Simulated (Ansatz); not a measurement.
P: computed DOS

```cif
data_structure
_symmetry_space_group_name_H-M 'Fm-3m'
_symmetry_Int_Tables_number 225
_cell_length_a 3.8757
_cell_length_b 3.8757
_cell_length_c 3.8757
_cell_angle_alpha 90.000
_cell_angle_beta 90.000
_cell_angle_gamma 90.000
_cell_volume 58.22
loop_
_atom_site_label
_atom_site_type_symbol
_atom_site_symmetry_multiplicity
_atom_site_Wyckoff_symbol
_atom_site_fract_x
_atom_site_fract_y
_atom_site_fract_z
_atom_site_occupancy
P1 P 4 a 0.00000 0.00000 0.00000 1
```

The runs use the primitive cell with vectors (0.000, 1.938, 1.938), (1.938, 0.000, 1.938), (1.938, 1.938, 0.000) Å, to which the k mesh refers.

The structure is cubic, space group Fm-3m (No. 225). Conventional cell: a = 3.876 Å, b = 3.876 Å, c = 3.876 Å, α = 90.00°, β = 90.00°, γ = 90.00°. P (site symmetry m-3m) has 12 P at 2.74 Å as nearest neighbours.

The cell was built from the fcc type and relaxed in the same program, and has space group Fm-3m; it needn't be a known or the stable phase.

Method: DFT, PBE, all-electron LAPW, scalar-relativistic in Ansatz 0.2.0.

Settings: a Γ-centred 20×20×20 k mesh, Fermi–Dirac smearing of 0.05 eV, basis error target 0.5 meV/atom, no spin polarisation.

States per eV and cell, averaged over 0.4 eV, from -12.6 to 4.4 eV, with energies (bin centres) from the Fermi level; empty bins are left out. 

```csv
E (eV),total
-12.5,0.23
-12.1,0.25
-11.7,0.26
-11.3,0.28
-10.9,0.31
-10.5,0.36
-10.1,0.35
-9.7,0.33
-9.3,0.30
-8.9,0.28
-8.5,0.26
-8.1,0.26
-7.7,0.27
-7.3,0.16
-6.9,0.17
-6.5,0.23
-6.1,0.32
-5.7,0.46
-5.3,0.50
-4.9,0.43
-4.5,0.36
-4.1,0.41
-3.7,0.42
-3.3,0.43
-2.9,0.42
-2.5,0.42
-2.1,0.44
-1.7,0.45
-1.3,0.47
-0.9,0.48
-0.5,0.51
-0.1,0.52
0.3,0.58
0.7,0.65
1.1,0.63
1.5,0.61
1.9,0.58
2.3,0.56
2.7,0.53
3.1,0.51
3.5,0.49
3.9,0.46
4.3,0.45
```
